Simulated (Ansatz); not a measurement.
## Br: nudged elastic band, vacancy jump

The calculation used DFT PBE+D3(BJ), scalar-relativistic, plane waves, PAW in Ansatz 0.2.0. Settings: plane waves to 420 eV, k-mesh 4×4×4 (Γ-centred), Gaussian smearing 0.1 eV. No spin polarisation.

5 inner image(s), climbing immediate, force tolerance 0.05 eV/Å, at most 60 iterations, fixed cell.

It took 29 min on 4 threads of Arm Neoverse V1, on a shared host, peak memory 7.7 GiB.

Command:
```bash
ansatz run input.yaml --threads 4 --pin off --max-ram 9216MiB --backend cpu --events-out ev --progress --plain --runs-dir out
```

Input:
```yaml
crystal:
  lattice:
    - [0.0, 6.5556589838, -7.0437217757]
    - [0.0, 6.5556589838, 7.0437217757]
    - [7.8289797058, -6.5556589838, 0.0]
  atoms:
    - { symbol: Br, position: [0.540846849, 0.0418497664, 0.8329025336] }
    - { symbol: Br, position: [0.0006399197, 0.0006399197, 0.0008610341] }
    - { symbol: Br, position: [0.166026747, 0.166026747, 0.3324722992] }
    - { symbol: Br, position: [0.6258198177, 0.1248169003, 0.5004307997] }
    - { symbol: Br, position: [0.3262684277, 0.3262684277, 0.6666666667] }
    - { symbol: Br, position: [0.7920556847, 0.2910527672, 0.8329025336] }
    - { symbol: Br, position: [0.0418497664, 0.540846849, 0.8329025336] }
    - { symbol: Br, position: [0.2613685973, 0.2613685973, 0.0227371946] }
    - { symbol: Br, position: [0.7083691921, 0.2083691921, 0.1666666667] }
    - { symbol: Br, position: [0.4128752911, 0.4128752911, 0.3257505823] }
    - { symbol: Br, position: [0.8756138994, 0.374610982, 0.5004307997] }
    - { symbol: Br, position: [0.1248169003, 0.6258198177, 0.5004307997] }
    - { symbol: Br, position: [0.5833333333, 0.5833333333, 0.6666666667] }
    - { symbol: Br, position: [0.2910527672, 0.7920556847, 0.8329025336] }
    - { symbol: Br, position: [0.5002211144, 0.5002211144, 0.0008610341] }
    - { symbol: Br, position: [0.9582974746, 0.4582974746, 0.1666666667] }
    - { symbol: Br, position: [0.2083691921, 0.7083691921, 0.1666666667] }
    - { symbol: Br, position: [0.6664455522, 0.6664455522, 0.3324722992] }
    - { symbol: Br, position: [0.374610982, 0.8756138994, 0.5004307997] }
    - { symbol: Br, position: [0.840398239, 0.840398239, 0.6666666667] }
    - { symbol: Br, position: [0.7537913755, 0.7537913755, 1.007582751] }
    - { symbol: Br, position: [0.4582974746, 0.9582974746, 0.1666666667] }
    - { symbol: Br, position: [0.9052980694, 0.9052980694, 0.3105961387] }
basis:
  ecutwfc: 420
kpoints:
  mp_grid: { grid: [4, 4, 4] }
hamiltonian:
  xc: pbe
  dispersion: d3bj
scf:
  occupations: { method: gaussian, width: 0.1 }
output:
  forces: true
neb:
  images: 5
  f_tol: 0.05
  max_iterations: 60
  order_check: false
  final_atoms:
    - { symbol: Br, position: [0.5412777242, 0.0422805178, 0.833764157] }
    - { symbol: Br, position: [0.007065214, 0.007065214, 0.0] }
    - { symbol: Br, position: [0.167307039, 0.167307039, 0.3341946343] }
    - { symbol: Br, position: [0.6249641284, 0.1249641284, 0.5] }
    - { symbol: Br, position: [0.332692961, 0.332692961, 0.6658053657] }
    - { symbol: Br, position: [0.7924864328, 0.2914836391, 0.833764157] }
    - { symbol: Br, position: [0.0422805178, 0.5412777242, 0.833764157] }
    - { symbol: Br, position: [0.0719647724, 0.0719647724, -0.3560704551] }
    - { symbol: Br, position: [0.7075135672, 0.2085163609, 0.166235843] }
    - { symbol: Br, position: [0.4280352276, 0.4280352276, 0.3560704551] }
    - { symbol: Br, position: [0.8750358716, 0.3750358716, 0.5] }
    - { symbol: Br, position: [0.1249641284, 0.6249641284, 0.5] }
    - { symbol: Br, position: [0.5795419555, 0.5795419555, 0.659083911] }
    - { symbol: Br, position: [0.2914836391, 0.7924864328, 0.833764157] }
    - { symbol: Br, position: [0.492934786, 0.492934786, 0.0] }
    - { symbol: Br, position: [0.9587222758, 0.4577194822, 0.166235843] }
    - { symbol: Br, position: [0.2085163609, 0.7075135672, 0.166235843] }
    - { symbol: Br, position: [0.6668875953, 0.6668875953, 0.3341946343] }
    - { symbol: Br, position: [0.3750358716, 0.8750358716, 0.5] }
    - { symbol: Br, position: [0.8331124047, 0.8331124047, 0.6658053657] }
    - { symbol: Br, position: [0.75, 0.75, 1.0] }
    - { symbol: Br, position: [0.4577194822, 0.9587222758, 0.166235843] }
    - { symbol: Br, position: [0.9204580445, 0.9204580445, 0.340916089] }
  climbing: immediate
```

Output (its end):
```
...
  k-point 35: bands = ["-13.7522", "-13.1586", "-13.1227", "-13.0064", "-12.9057", "-12.8937", "-12.8666", "-12.4702", "-12.3718", "-12.3412", "-12.3145", "-11.5545", "-11.4360", "-11.4260", "-11.3625", "-11.3503", "-11.2642", "-11.1079", "-11.0653", "-10.7068", "-10.7019", "-10.1921", "-10.1731", "-3.6492", "-3.3373", "-3.0954", "-2.7653", "-2.1271", "-1.8338", "-1.6448", "-1.6057", "-1.4624", "-1.3951", "-1.3738", "-1.3438", "-1.3267", "-1.0829", "-1.0253", "-1.0072", "-0.9790", "-0.6665", "-0.5078", "-0.4823", "-0.4761", "-0.3158", "-0.1999", "-0.1831", "0.2360", "0.3283", "0.4128", "0.5742", "0.5960", "0.6233", "0.6486", "0.7071", "0.7267", "0.7887", "0.8092", "0.8854", "0.8999", "0.9444", "0.9927", "1.0211", "1.0630", "1.1283", "1.1486", "1.3144", "1.4018", "1.7284", "1.7552", "1.8326", "1.8535", "1.8988", "1.9122", "1.9242", "1.9514", "1.9983", "2.2549", "2.2554", "2.6322", "2.6709", "2.9309", "2.9747", "3.0616", "3.0920", "3.1060", "3.4060", "3.4592", "4.8165", "5.9257", "5.9698", "6.0807", "8.8835", "9.3117", "9.3713", "9.4262", "9.4770", "9.5287", "9.5592", "9.7510", "9.9577", "9.9997", "10.1443", "10.1940"]
End of that report.
this run last wrote the band of iteration 4 to <dir>
Error: SIGTERM received: cancelled by the caller after 5 completed SCF iterations
```

The calculation hadn't finished when its time ran out.

Last band, not converged:

| image | s (Å) | ΔE (eV) |
| --- | --- | --- |
| 0 | 0.000 | 0.000 |
| 1 | 0.609 | 0.199 |
| 2 | 1.218 | 0.863 |
| 3 | 1.828 | 1.242 |
| 4 | 2.437 | 0.863 |
| 5 | 3.046 | 0.199 |
| 6 | 3.655 | 0.000 |

Highest image over the start 1.242 eV, over the end 1.242 eV. The order of the saddle wasn't checked, and a path that keeps a symmetry can read too high.

By iteration:

| iteration | largest band force component (eV/Å) | highest image (eV) |
| --- | --- | --- |
| 1 | 0.681 | 1.360 |
| 2 | 0.610 | 1.343 |
| 3 | 0.563 | 1.313 |
| 4 | 0.911 | 1.242 |

Images of the last band (Å, true forces in eV/Å):

```xyz
23
Lattice="0.000 6.556 -7.044 0.000 6.556 7.044 7.829 -6.556 0.000" Properties=species:S:1:pos:R:3:forces:R:3 pbc="T T T" image=0 dE_eV=0.0000
Br    6.521   -1.640   -3.515    0.001    0.000    0.000
Br    0.007    0.003    0.000   -0.003    0.000    0.000
Br    2.603   -0.003    0.000    0.003    0.000    0.000
Br    3.918    1.640   -3.529   -0.001    0.000    0.000
Br    5.219   -0.093    0.000    0.000    0.008    0.000
Br    6.521    1.640   -3.529    0.001    0.000    0.000
Br    6.521   -1.640    3.515    0.001    0.000    0.000
Br    0.178    3.278    0.000    0.005    0.000    0.000
Br    1.305    4.917   -3.522    0.000    0.000    0.000
Br    2.550    3.278    0.000    0.000    0.000    0.000
Br    3.918    4.915   -3.529   -0.001    0.000    0.000
Br    3.918    1.640    3.529   -0.001    0.000    0.000
Br    5.219    3.278    0.000    0.000    0.000    0.000
Br    6.521    1.640    3.529    0.001    0.000    0.000
Br    0.007    6.553    0.000   -0.003    0.000    0.000
Br    1.305    8.194   -3.522    0.000    0.000    0.000
Br    1.305    4.917    3.522    0.000    0.000    0.000
Br    2.603    6.558    0.000    0.003    0.000    0.000
Br    3.918    4.915    3.529   -0.001    0.000    0.000
Br    5.219    6.648    0.000    0.000   -0.008    0.000
Br    7.888    3.278    0.000    0.000    0.000    0.000
Br    1.305    8.194    3.522    0.000    0.000    0.000
Br    2.432    9.833    0.000   -0.005    0.000    0.000
23
Lattice="0.000 6.556 -7.044 0.000 6.556 7.044 7.829 -6.556 0.000" Properties=species:S:1:pos:R:3:forces:R:3 pbc="T T T" image=1 dE_eV=0.1991
Br    6.560   -1.610   -3.562   -0.018   -0.117   -0.050
Br   -0.001    0.148    0.000   -0.043   -0.088    0.000
Br    2.591    0.078    0.000   -0.057   -0.019    0.000
Br    3.957    1.624   -3.540   -0.010    0.060   -0.034
Br    5.188   -0.166    0.000   -0.069    0.049    0.000
Br    6.560    1.610   -3.481   -0.018    0.117    0.050
Br    6.560   -1.610    3.562   -0.018   -0.117    0.050
Br   -0.217    3.278    0.000    0.892    0.000    0.000
Br    1.339    4.932   -3.507   -0.003   -0.055    0.019
Br    2.357    3.278    0.000   -0.069    0.000    0.000
Br    3.957    4.932   -3.540   -0.010   -0.060   -0.034
Br    3.957    1.624    3.540   -0.010    0.060    0.034
Br    4.938    3.278    0.000   -0.209    0.000    0.000
Br    6.560    1.610    3.481   -0.018    0.117   -0.050
Br   -0.001    6.408    0.000   -0.043    0.088    0.000
Br    1.339    8.179   -3.536   -0.003    0.055   -0.019
Br    1.339    4.932    3.507   -0.003   -0.055   -0.019
Br    2.591    6.478    0.000   -0.057    0.019    0.000
Br    3.957    4.932    3.540   -0.010   -0.060    0.034
Br    5.188    6.722    0.000   -0.069   -0.049    0.000
Br    7.958    3.278    0.000   -0.081    0.000    0.000
Br    1.339    8.179    3.536   -0.003    0.055    0.019
Br    2.446    9.833    0.000   -0.072    0.000    0.000
23
Lattice="0.000 6.556 -7.044 0.000 6.556 7.044 7.829 -6.556 0.000" Properties=species:S:1:pos:R:3:forces:R:3 pbc="T T T" image=2 dE_eV=0.8633
Br    6.543   -1.602   -3.586   -0.015   -0.150   -0.087
Br    0.004    0.237    0.000   -0.053    0.069    0.000
Br    2.602    0.066    0.000   -0.022   -0.009    0.000
Br    3.942    1.626   -3.559   -0.010    0.052   -0.048
Br    5.168   -0.211    0.000   -0.155    0.034    0.000
Br    6.543    1.602   -3.457   -0.015    0.150    0.087
Br    6.543   -1.602    3.586   -0.015   -0.150    0.087
Br   -0.761    3.278    0.000    0.944    0.000    0.000
Br    1.315    4.930   -3.488    0.007   -0.051    0.038
Br    2.559    3.278    0.000    0.071    0.000    0.000
Br    3.942    4.930   -3.559   -0.010   -0.052   -0.048
Br    3.942    1.626    3.559   -0.010    0.052    0.048
Br    4.946    3.278    0.000   -0.552    0.000    0.000
Br    6.543    1.602    3.457   -0.015    0.150   -0.087
Br    0.004    6.319    0.000   -0.053   -0.069    0.000
Br    1.315    8.181   -3.555    0.007    0.051   -0.038
Br    1.315    4.930    3.488    0.007   -0.051   -0.038
Br    2.602    6.490    0.000   -0.022    0.009    0.000
Br    3.942    4.930    3.559   -0.010   -0.052    0.048
Br    5.168    6.766    0.000   -0.155   -0.034    0.000
Br    8.063    3.278    0.000   -0.744    0.000    0.000
Br    1.315    8.181    3.555    0.007    0.051    0.038
Br    2.474    9.833    0.000    0.816    0.000    0.000
23
Lattice="0.000 6.556 -7.044 0.000 6.556 7.044 7.829 -6.556 0.000" Properties=species:S:1:pos:R:3:forces:R:3 pbc="T T T" image=3 dE_eV=1.2423
Br    6.524   -1.610   -3.564    0.000   -0.110   -0.072
Br    0.025    0.177    0.000    0.038    0.029    0.000
Br    2.610    0.000    0.000    0.000    0.000    0.000
Br    3.922    1.633   -3.550    0.004    0.024   -0.040
Br    5.194   -0.177    0.000   -0.038   -0.029    0.000
Br    6.524    1.610   -3.480    0.000    0.110    0.072
Br    6.524   -1.610    3.564    0.000   -0.110    0.072
Br   -1.305    3.278    0.000    0.000    0.000    0.000
Br    1.297    4.922   -3.494   -0.004   -0.024    0.040
Br    2.690    3.278    0.000    0.435    0.000    0.000
Br    3.922    4.922   -3.550    0.004   -0.024   -0.040
Br    3.922    1.633    3.550    0.004    0.024    0.040
Br    5.096    3.278    0.000   -0.597    0.000    0.000
Br    6.524    1.610    3.480    0.000    0.110   -0.072
Br    0.025    6.379    0.000    0.038   -0.029    0.000
Br    1.297    8.189   -3.550   -0.004    0.024   -0.040
Br    1.297    4.922    3.494   -0.004   -0.024   -0.040
Br    2.610    6.556    0.000    0.000    0.000    0.000
Br    3.922    4.922    3.550    0.004   -0.024    0.040
Br    5.194    6.732    0.000   -0.038    0.029    0.000
Br    7.952    3.278    0.000    0.597    0.000    0.000
Br    1.297    8.189    3.550   -0.004    0.024    0.040
Br    2.530    9.833    0.000   -0.435    0.000    0.000
23
Lattice="0.000 6.556 -7.044 0.000 6.556 7.044 7.829 -6.556 0.000" Properties=species:S:1:pos:R:3:forces:R:3 pbc="T T T" image=4 dE_eV=0.8633
Br    6.505   -1.602   -3.586    0.015   -0.150   -0.087
Br    0.051    0.211    0.000    0.155   -0.034    0.000
Br    2.617   -0.066    0.000    0.022    0.009    0.000
Br    3.905    1.626   -3.555   -0.007    0.051   -0.038
Br    5.215   -0.237    0.000    0.053   -0.069    0.000
Br    6.505    1.602   -3.457    0.015    0.150    0.087
Br    6.505   -1.602    3.586    0.015   -0.150    0.087
Br   -1.849    3.278    0.000   -0.944    0.000    0.000
Br    1.277    4.930   -3.485    0.010   -0.052    0.048
Br    2.745    3.278    0.000   -0.816    0.000    0.000
Br    3.905    4.930   -3.555   -0.007   -0.051   -0.038
Br    3.905    1.626    3.555   -0.007    0.051    0.038
Br    4.986    3.278    0.000    0.744    0.000    0.000
Br    6.505    1.602    3.457    0.015    0.150   -0.087
Br    0.051    6.345    0.000    0.155    0.034    0.000
Br    1.277    8.182   -3.559    0.010    0.052   -0.048
Br    1.277    4.930    3.485    0.010   -0.052   -0.048
Br    2.617    6.622    0.000    0.022   -0.009    0.000
Br    3.905    4.930    3.555   -0.007   -0.051    0.038
Br    5.215    6.793    0.000    0.053    0.069    0.000
Br    8.102    3.278    0.000    0.552    0.000    0.000
Br    1.277    8.182    3.559    0.010    0.052    0.048
Br    2.661    9.833    0.000   -0.071    0.000    0.000
23
Lattice="0.000 6.556 -7.044 0.000 6.556 7.044 7.829 -6.556 0.000" Properties=species:S:1:pos:R:3:forces:R:3 pbc="T T T" image=5 dE_eV=0.1991
Br    6.488   -1.610   -3.562    0.018   -0.117   -0.050
Br    0.031    0.166    0.000    0.069   -0.049    0.000
Br    2.628   -0.078    0.000    0.057    0.019    0.000
Br    3.880    1.624   -3.536    0.003    0.055   -0.019
Br    5.221   -0.148    0.000    0.043    0.088    0.000
Br    6.488    1.610   -3.481    0.018    0.117    0.050
Br    6.488   -1.610    3.562    0.018   -0.117    0.050
Br   -2.393    3.278    0.000   -0.892    0.000    0.000
Br    1.262    4.932   -3.504    0.010   -0.060    0.034
Br    2.773    3.278    0.000    0.072    0.000    0.000
Br    3.880    4.932   -3.536    0.003   -0.055   -0.019
Br    3.880    1.624    3.536    0.003    0.055    0.019
Br    5.090    3.278    0.000    0.081    0.000    0.000
Br    6.488    1.610    3.481    0.018    0.117   -0.050
Br    0.031    6.389    0.000    0.069    0.049    0.000
Br    1.262    8.180   -3.540    0.010    0.060   -0.034
Br    1.262    4.932    3.504    0.010   -0.060   -0.034
Br    2.628    6.633    0.000    0.057   -0.019    0.000
Br    3.880    4.932    3.536    0.003   -0.055    0.019
Br    5.221    6.703    0.000    0.043   -0.088    0.000
Br    8.111    3.278    0.000    0.209    0.000    0.000
Br    1.262    8.180    3.540    0.010    0.060    0.034
Br    2.863    9.833    0.000    0.069    0.000    0.000
23
Lattice="0.000 6.556 -7.044 0.000 6.556 7.044 7.829 -6.556 0.000" Properties=species:S:1:pos:R:3:forces:R:3 pbc="T T T" image=6 dE_eV=0.0000
Br    6.528   -1.640   -3.515   -0.001    0.000    0.000
Br    0.000    0.093    0.000    0.000   -0.008    0.000
Br    2.616    0.003    0.000   -0.003    0.000    0.000
Br    3.914    1.638   -3.522    0.000    0.000    0.000
Br    5.213   -0.003    0.000    0.003    0.000    0.000
Br    6.528    1.640   -3.529   -0.001    0.000    0.000
Br    6.528   -1.640    3.515   -0.001    0.000    0.000
Br   -2.788    3.278    0.000   -0.005    0.000    0.000
Br    1.301    4.915   -3.515    0.001    0.000    0.000
Br    2.788    3.278    0.000    0.005    0.000    0.000
Br    3.914    4.917   -3.522    0.000    0.000    0.000
Br    3.914    1.638    3.522    0.000    0.000    0.000
Br    5.160    3.278    0.000    0.000    0.000    0.000
Br    6.528    1.640    3.529   -0.001    0.000    0.000
Br    0.000    6.463    0.000    0.000    0.008    0.000
Br    1.301    8.196   -3.529    0.001    0.000    0.000
Br    1.301    4.915    3.515    0.001    0.000    0.000
Br    2.616    6.553    0.000   -0.003    0.000    0.000
Br    3.914    4.917    3.522    0.000    0.000    0.000
Br    5.213    6.558    0.000    0.003    0.000    0.000
Br    7.829    3.278    0.000    0.000    0.000    0.000
Br    1.301    8.196    3.529    0.001    0.000    0.000
Br    2.669    9.833    0.000    0.000    0.000    0.000
```